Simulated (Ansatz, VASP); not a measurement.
**CdSe in VASP and in Ansatz**

```xyz
2
Lattice="0.0000 2.8137 2.8137 2.8137 0.0000 2.8137 2.8137 2.8137 0.0000" Properties=species:S:1:pos:R:3 pbc="T T T"
Cd    0.0000    0.0000    0.0000
Se    2.8137    2.8137    2.8137
```

Alike in both runs: functional PBEsol; k mesh 12 × 12 × 12; occupations fermi-dirac, width 0.05 eV; no spin polarisation.

Ansatz relaxed the structure, and its values are those at the end. VASP's run is a single point on that final structure, the one shown.

```csv
,VASP,Ansatz
version,VASP 6.6.1,Ansatz 0.2.0
potentials or method,"VASP PAW PBE potentials, release 64 (Cd, Se), cutoff 520 eV","all-electron LAPW, scalar-relativistic"
```

Ansatz gave:

```
pressure (GPa) : 0.0
```

What did VASP give for the same quantities?

Pressure (GPa): 0.5.

Ansatz ran all-electron here, so the differences hold the error of VASP's frozen core and of both bases.

Caveats: the PAW data sets were made with another functional, which shifts forces and pressure a little (VASP).
